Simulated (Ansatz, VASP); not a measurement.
**Cross-check of CoO between VASP and Ansatz**

Wanted: the spread between two codes on one cell, functional and k mesh. The two relaxations start from unlike cells of this crystal (the structure described is Ansatz's start), so only their ends are compared.

Main program and level: Ansatz 0.2.0; plane waves, with VASP 6.6.1 beside it; relaxation of cell and atoms at PBE, DFT+U.

## Step 1: The starting structure

It takes space group R-3m (No. 166, trigonal). The conventional cell has a = 3.056 Å, b = 3.056 Å, c = 7.409 Å, α = 90.00°, β = 90.00°, γ = 120.00°. Nearest to Co lie 6 O at 2.15 Å. O has 6 Co at 2.15 Å nearest. Farther neighbours and most contacts between anions are not listed.

## Step 2: Ansatz: relaxation of cell and atoms, PBE, DFT+U, pair 1

Ansatz runs on its default PAW (the set named soft_2) files.

The relaxed volume is the usual yardstick between codes: in a stiff, nearly cubic crystal its relative difference is about their pressure difference at one cell divided by the bulk modulus.

input.yaml reads:

```yaml
crystal:
  lattice:
    - [2.1610139032, 0.0, -2.1610139032]
    - [2.1610139032, -2.1610139032, 0.0]
    - [-2.1312895093, -2.1312895093, -4.2923034124]
  atoms:
    - { symbol: Co, position: [0.0, 0.5, 0.5], spin: -2.8 }
    - { symbol: Co, position: [0.0, 0.0, 0.0], spin: 2.8 }
    - { symbol: O, position: [0.5, 0.25, 0.75] }
    - { symbol: O, position: [0.5, 0.75, 0.25] }
kpoints:
  mp_grid: { grid: [12, 12, 12] }
hamiltonian:
  xc: pbe
  hubbard: { sites: [{ species: Co, l: d, u_eff: 3.32 }] }
scf:
  occupations: { method: gaussian, width: 0.02 }
output:
  forces: true
  stress: true
  eigenvalues: true
  populations: true
magnetization:
  spin_polarized: true
relax:
  adjacent_minimum: "off"
  f_tol: 0.001
  max_steps: 60
  cell: { stress_tol: 0.01 }
```

Started as:

```console
ansatz run input.yaml --threads 4 --pin off --max-ram 7168MiB --backend cpu --events-out ev --progress --plain --runs-dir out
```

Numbers of over 12 decimals in the logs are rounded to 6 here.

The program printed:

```text
Co: projections on atomic orbitals take those of the free atom [Ne] 3s2 3p6 3d7 4s2, of charge +0.00 (hamiltonian.pseudopotentials.projection_atoms); the dataset's partial waves leave at most 1.4e-6 of an orbital's norm unspanned inside its sphere
O: projections on atomic orbitals take those of the free atom [He] 2s2 2p4, of charge +0.00 (hamiltonian.pseudopotentials.projection_atoms); the dataset's partial waves leave at most 1.9e-8 of an orbital's norm unspanned inside its sphere
Engine: ansatz 0.2.0, aarch64-unknown-linux-gnu
Pseudopotentials: kind: paw
Pseudopotential: Co, paw, valence charge 17, recommended cutoff 420 eV (normal), Co.paw.azcp
Pseudopotential: O, paw, valence charge 6, recommended cutoff 420 eV (normal), O.paw.azcp
Functional definition: PBE
  parameter kappa = 0.804
  parameter beta = 0.066725
  exchange = pbe_x(kappa = kappa, mu = beta*pi^2/3)
  correlation = pbe_c(beta = beta)
Crystal: 4 atoms, lattice volume = 39.951 Å³
Basis set: ecut = 420 eV, 791 PW (Γ), exchange–correlation on 48×48×72 points (8 copies of the dense FFT grid, shifted against one another)
Bands: 31, of which v1, the nominal top of the filled ones, is band 23 counted from 1 (22 counted from 0)
Symmetry: 12 space group operations
Space group: R-3m (ITA 166), of the structure as read, at distance tolerance 3.4e-5 Å
Magnetic group: BNS 166.102 (UNI 1332), of the structure as read, at distance tolerance 3.4e-5 Å
k-points: 189 of 1728
Non-local potential: Co, projectors of the file, l = 0: 3, l = 1: 2, l = 2: 3, l = 3: 1
Non-local potential: O, projectors of the file, l = 0: 2, l = 1: 2, l = 2: 1
PAW form: soft (Blöchl's): semilocal exchange-correlation on the pseudo side does not see the compensation charge
PAW one-centre angular grid: Co, 590 points (default); XC on 64 Gauss nodes
PAW one-centre angular grid: O, 110 points (default); XC on 64 Gauss nodes
Initial density: superposition of atomic densities (chi_scale 0.1, normalization cell, long waves kept (reshape's long-wave potential 0.00 eV rms))
Starting moments: Σ|m| = 5.6 μB on 2 of 4 sites
Starting magnetic order: antiferromagnet; a translation exchanges its spin sublattices: spin-degenerate at every k-point
Initial wavefunctions: pseudopotential atomic-orbital guess
Functional: x = pbe(κ = 0.804, μ = 0.219515), c = pbe(β = 0.066725)
SCF iter   1: F=—  HF=-11384.872124 eV  |F-HF|=—  |Δ(HF+E_count)|=         —  Δρ=2.64e-1 (↑2.64e-1 ↓2.64e-1)  dr2=6.72e1  dr2_m=6.78e0  M=0.000 μB ∫|m|=2.643 μB  β_m=0.30  ethr=3.10e-3  ⟨swp⟩=5.0  Hψ=21163  notcnv=0
preconditioner: auto → Kerker (q_TF=auto, 2.793 Å⁻¹)  [metal: Δε(μ)=0.002 eV  Ē_g=11.986 eV  σ=0.020 eV  W_gap=0.05  n_scr=16 (ndim 8)  ℏωp=32.2 eV  f_vac=0.000  D(μ)=6.12/eV (n_scr^D=110)]
spin=Collinear: Kerker preconditioning applied to the charge; magnetization (m = ρ↑ − ρ↓) channel mixes plain (no charge-response kernel on spin).
SCF iter   2: F=—  HF=-11380.814377 eV  |F-HF|=—  |Δ(HF+E_count)|=    4.06e0  Δρ=9.48e-2 (↑9.48e-2 ↓9.48e-2)  dr2=4.14e0  dr2_m=1.27e0  M=0.000 μB ∫|m|=5.398 μB  β_m=1.00  ethr=3.10e-3  ⟨swp⟩=3.0  Hψ=14264  notcnv=0  defer=587
SCF iter   3: F=—  HF=-11380.490197 eV  |F-HF|=—  |Δ(HF+E_count)|=   3.24e-1  Δρ=3.84e-2 (↑3.84e-2 ↓3.84e-2)  dr2=1.01e0  dr2_m=4.28e-3  M=0.000 μB ∫|m|=5.376 μB  β_m=1.00  ethr=3.10e-3  ⟨swp⟩=2.4  Hψ=11585  notcnv=0  defer=601
SCF iter   4: F=—  HF=-11380.945624 eV  |F-HF|=—  |Δ(HF+E_count)|=   4.55e-1  Δρ=3.12e-2 (↑3.12e-2 ↓3.12e-2)  dr2=9.11e-1  dr2_m=5.50e-2  M=0.000 μB ∫|m|=5.119 μB  β_m=0.30  ethr=2.19e-3  ⟨swp⟩=3.2  Hψ=11009  notcnv=0  defer=594
Mixer restart at iter 4: flushing history
spin-set hold released at iteration 4 (site moments contracting): the magnetisation degrees of freedom join the quasi-Newton model from the next iteration; the mixer history was flushed
SCF iter   5: F=—  HF=-11380.923187 eV  |F-HF|=—  |Δ(HF+E_count)|=   2.24e-2  Δρ=1.03e-2 (↑1.03e-2 ↓1.03e-2)  dr2=3.27e-2  dr2_m=1.39e-2  M=0.000 μB ∫|m|=5.348 μB  β_m=0.34  ethr=1.98e-3  ⟨swp⟩=3.1  Hψ=10148  notcnv=0  defer=544
SCF iter   6: F=—  HF=-11386.136220 eV  |F-HF|=—  |Δ(HF+E_count)|=         —  Δρ=5.08e-2 (↑5.08e-2 ↓5.08e-2)  dr2=3.92e-1  dr2_m=4.74e-1  M=0.000 μB ∫|m|=5.457 μB  β_m=1.00  ethr=7.10e-5  ⟨swp⟩=2.0  Hψ=6425  notcnv=0  defer=534
Mixer restart at iter 6: flushing history
SCF iter   7: F=—  HF=-11383.002108 eV  |F-HF|=—  |Δ(HF+E_count)|=    3.13e0  Δρ=7.97e-3 (↑7.97e-3 ↓7.97e-3)  dr2=4.27e-2  dr2_m=3.93e-3  M=0.000 μB ∫|m|=5.507 μB  β_m=0.34  ethr=1.09e-4  ⟨swp⟩=3.0  Hψ=12167  notcnv=0  defer=534
SCF iter   8: F=—  HF=-11383.002397 eV  |F-HF|=—  |Δ(HF+E_count)|=   2.88e-4  Δρ=5.40e-3 (↑5.40e-3 ↓5.40e-3)  dr2=1.82e-2  dr2_m=2.26e-3  M=0.000 μB ∫|m|=5.504 μB  β_m=0.65  ethr=9.28e-5  ⟨swp⟩=2.0  Hψ=8285  notcnv=0  defer=598
[...]
Crystal: 4 atoms, lattice volume = 39.953 Å³
Initial density: handed on by an earlier stage of this run
Starting moments: Σ|m| = 5.6 μB on 2 of 4 sites; this step starts from the density that it was given
Initial wavefunctions: those handed on with the density
[...]
Initial wavefunctions: pseudopotential atomic-orbital guess (no wavefunctions were taken with the density)
iter 1 solved again at ethr=1.70e-8 eV; its pass at ethr=3.10e-3 eV (dr2=7.81e-6 eV) is discarded
SCF iter   1: F=—  HF=-11383.006055 eV  |F-HF|=—  |Δ(HF+E_count)|=         —  Δρ=1.13e-6 (↑1.13e-6 ↓1.13e-6)  dr2=3.60e-10  dr2_m=2.53e-10  M=0.000 μB ∫|m|=5.503 μB  β_m=0.30  ethr=1.70e-8  ⟨swp⟩=3.4  Hψ=39113  notcnv=0
eigensolver tolerance schedule: the retry pair's looser diagonalisation over-reported the residual by 21671.27 of it (diagonalisation noise at 0.13 of the residual, at the tolerance the schedule requests for it); recorded, not acted on — ethr = c·dr2/N_el stays at c = 1.0e-1
SCF iter   2: F=—  HF=-11383.006058 eV  |F-HF|=—  |Δ(HF+E_count)|=   2.89e-6  Δρ=9.34e-7 (↑9.34e-7 ↓9.34e-7)  dr2=1.59e-10  dr2_m=1.83e-10  M=0.000 μB ∫|m|=5.503 μB  β_m=0.60  ethr=1.00e-12  ⟨swp⟩=3.0  Hψ=12936  notcnv=0
SCF iter   3: F=—  HF=-11383.006058 eV  |F-HF|=—  |Δ(HF+E_count)|=  5.48e-10  Δρ=7.17e-7 (↑7.17e-7 ↓7.17e-7)  dr2=1.24e-10  dr2_m=1.05e-10  M=0.000 μB ∫|m|=5.503 μB  β_m=0.80  ethr=1.00e-12  ⟨swp⟩=2.5  Hψ=8651  notcnv=0
SCF iter   4: F=—  HF=-11383.006058 eV  |F-HF|=—  |Δ(HF+E_count)|=  6.88e-10  Δρ=8.15e-7 (↑8.15e-7 ↓8.15e-7)  dr2=5.82e-10  dr2_m=1.04e-11  M=0.000 μB ∫|m|=5.503 μB  β_m=0.67  ethr=1.00e-12  ⟨swp⟩=2.0  Hψ=10206  notcnv=0
SCF iter   5: F=—  HF=-11383.006058 eV  |F-HF|=—  |Δ(HF+E_count)|=  1.53e-10  Δρ=2.90e-7 (↑2.90e-7 ↓2.90e-7)  dr2=5.53e-11  dr2_m=4.92e-12  M=0.000 μB ∫|m|=5.503 μB  β_m=0.72  ethr=1.00e-12  ⟨swp⟩=2.0  Hψ=9538  notcnv=0
SCF iter   6: F=—  HF=-11383.006058 eV  |F-HF|=—  |Δ(HF+E_count)|=  9.09e-12  Δρ=6.07e-8 (↑6.07e-8 ↓6.07e-8)  dr2=2.76e-12  dr2_m=2.13e-13  M=0.000 μB ∫|m|=5.503 μB  β_m=0.78  ethr=1.00e-12  ⟨swp⟩=1.0  Hψ=5859  notcnv=0
SCF iter   7: F=-11383.006058 eV  HF=-11383.006058 eV  |F-HF|=1.82e-12  |Δ(HF+E_count)|=    0.00e0  Δρ=8.61e-9 (↑8.61e-9 ↓8.61e-9)  dr2=3.95e-14  dr2_m=1.01e-14  M=0.000 μB ∫|m|=5.503 μB  ethr=1.00e-12  ⟨swp⟩=4.0  Hψ=18869  notcnv=0
SCF 3 converged in 7 iterations: F = -11383.006058 eV  dr2 = 3.95e-14
relax step   3: F+E_penalty+E_count = -11383.00605807 eV  Δ(F+E_penalty+E_count) = -3.629e-6 eV  max|allowed force component| = 1.683e-29 eV/Å  Δτ_max = 0.0000 Å  P = +0.006 GPa  Ω = 39.953 Å³  stress off target by 6.73e-3 GPa  SCF on the basis re-selected at this cell (its energy is not comparable with the rows above)  (7 SCF iters)
basis re-selected at this cell: Δ(F+E_penalty+E_count) = -3.629e-6 eV, ΔP = +0.000 GPa vs the last step (what re-selecting the basis moved, of the pressure what is left beyond the Pulay correction that the steps carried, after the strain that the cell walked since its last selection, with what the two solves' SCF thresholds leave and, on support functions, any second-order correction that the steps lacked; it is no m [...]
SCF converged after 7 iterations
Magnetization: 0.0000 μB (23.0000 up, 23.0000 down)
Absolute magnetization: 5.4989 μB (∫|ρ↑−ρ↓|, with the PAW one-centre terms)
Spin contamination: 2.9030 ħ² per cell (⟨S²⟩ above its minimum at these occupations)
Per-site moments (μB) at R_I (Å): [(-2.545617, 0.888377), (2.545617, 0.888377), (5.194100241105425e-17, 0.888377), (-2.441895228983411e-17, 0.888377)]
Free energy (F): -11383.006058 eV
Harris-Foulkes:  -11383.006058 eV  (|F-HF|=1.82e-12)
Internal energy: -11383.006058 eV  (E = F + TS)
E sigma→0 (E₀):  -11383.006058 eV
Fermi energy:    13.238937 eV
--- Per-component energies (eV) ---
  E_band       = -658.573708
  E_kinetic    = 1232.294187
  E_local      = -6965.953485  (includes V_loc(G=0)·N_el)
  E_nonlocal   = 1029.344757
  E_hartree    = 2856.148795
  E_xc         = -456.881672
  E_vxc        = -587.000268  (∫ρ·V_xc dr)
  E_hubbard    = 1.105871  (on-site DFT+U / exact-exchange correction)
  E_vhub       = -22.039465  (the Hubbard potential's part of the band-sum identity)
  E_paw        = -3354.257573  (= ΣΔE_a)
  E_vpaw       = -1057.521828  (= ΣTr[D̂ρ^β])
  E_aug_tail   = 0.004807  (compensation charges beyond the density's cutoff)
  E_ewald      = -5724.811746
  E_smearing   = -0.000000  (= −TS)
  E_closure    = -0.000000  (closes the sum)
  Σ components = -11383.006058   (vs F -11383.006058, Δ=0.00e0)
--- Forces (eV/Å), atoms counted from 1 ---
  atom   1  Co     0.00000000     0.00000000    -0.00000000
  atom   2  Co    -0.00000000    -0.00000000     0.00000000
  atom   3  O     -0.00000000    -0.00000000    -0.00000000
  atom   4  O      0.00000000     0.00000000     0.00000000
  max |Σ_I F_I| component: 7.57e-29 eV/Å
--- Stress (GPa, compression-positive) ---
        0.005811      -0.000921      -0.000921
       -0.000921       0.005811      -0.000921
       -0.000921      -0.000921       0.005811
  P = ⅓ Tr σ = 0.0058 GPa (0.058 kbar)
--- Band table (eV; the first three rows and the last of 378) ---
  k-point 0 ↑: bands = [... 19 lower, 10.6996, 10.7395, 11.1100, 11.1100, 14.3233, 14.8065, 16.0068, 16.0068, ... 4 higher]
  k-point 1 ↑: bands = [... 19 lower, 10.7876, 10.7876, 11.2184, 11.2184, 14.4683, 14.7937, 15.9932, 15.9932, ... 4 higher]
  k-point 2 ↑: bands = [... 19 lower, 10.7946, 10.7946, 11.4341, 11.4341, 14.7178, 14.8867, 15.9559, 15.9559, ... 4 higher]
  k-point 188 ↓: bands = [... 19 lower, 10.9299, 11.2726, 11.4532, 11.6587, 14.9776, 15.7701, 15.8741, 21.4315, ... 4 higher]
Occupation matrices written to <dir>
--- Relaxed structure (2 steps of the walk, 2 accepted, 1 SCFs on fresh bases) ---
  F+E_penalty+E_count = -11383.00605807 eV   max|allowed force component| = 1.683e-29 eV/Å   (the final SCF, on the basis selected at the relaxed cell)
  cell:  # Å, volume = 39.9528 Å³
    - [2.161112, -1.263089529886588e-11, -2.161112]
    - [2.161112, -2.161112, 0]
    - [-2.131118693633, -2.131118693633, -4.292231]
  atoms:
    - { symbol: Co, position: [-5.551115123125783e-17, 0.500000, 0.500000] }
    - { symbol: Co, position: [-5.551115123125783e-17, 0.0, 0.0] }
    - { symbol: O, position: [0.500000, 0.250000, 0.75] }
    - { symbol: O, position: [0.500000, 0.75, 0.25] }
--- Löwdin populations: 4 sites ---
  site symbol       q [e]    m [muB]
     0     Co     15.8246    -2.6344
     1     Co     15.8246     2.6344
     2      O      7.0508    -0.0000
     3      O      7.0508    -0.0000
  spilling = 0.005418 (of n_electrons = 46.000000)
```

The column dr2 measures how far the density is from self-consistency, as an energy; F and HF (Harris–Foulkes) agree once it is small.

(Part 1 of 3 ends here.)

[Lines on the potential files, build, host, timing and source positions are cut from VASP's logs without a mark.]

[Logs are printed without paths, hosts, clocks, repeated set-up lines and the standing remarks that a program may print on its own settings, such as how far it seeks lower states.]

[Hosts, paths, dates, database ids (printed as entryN), source tags and the programs' standing remarks are cut or masked in the printed files.]
